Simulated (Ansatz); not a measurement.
W under changes of volume

One of the cells (16.731 Å³/atom); the others are scaled copies at fixed shape and fractional positions:

```xyz
1
Lattice="0.0000 2.0300 2.0300 2.0300 0.0000 2.0300 2.0300 2.0300 0.0000" Properties=species:S:1:pos:R:3 pbc="T T T"
W     0.0000    0.0000    0.0000
```

This isn't the form of W at room conditions, which is bcc.

| Item | Value |
| --- | --- |
| Program | Ansatz 0.2.0 |
| Functional | HSE06 |
| Potentials or basis | Ansatz PAW |
| Cutoff | 420 eV (not typed: the program's choice for these potentials) |
| k mesh | 6 × 6 × 6 |
| Occupations | fermi-dirac, width 0.05 eV |
| Spin | no spin polarisation |

```csv
volume (Å³/atom),energy over the lowest point (meV/atom),pressure (GPa)
15.727,16.13,10.9
16.062,0.51,3.6
16.396,0.00,-3.1
16.731,?,?
17.065,37.63,-14.4
17.400,73.02,-19.1
17.735,117.86,-23.3
```

Q: What does the run at 16.731 Å³/atom give?

A: Energy over the lowest point 12.81 meV/atom; pressure -9.1 GPa.

Worked out: A Birch-Murnaghan fit of order 3 (a polynomial in V^(-2/3)) to the other rows has its minimum at 16.24 Å³/atom with B0 = V·E''(V) = 329 GPa and B' = 4.7. It gives 12.89 meV/atom at 16.731 Å³/atom, against the run's 12.81, and -dE/dV = -9.1 GPa, against -9.1.

Energies are extrapolated to zero smearing.

Caveats: all runs use coarse meshes; the PAW data sets come from PBE, with cores solved anew for the run's functional, which leaves a small shift of forces and pressure; the thresholds are loose for stress.
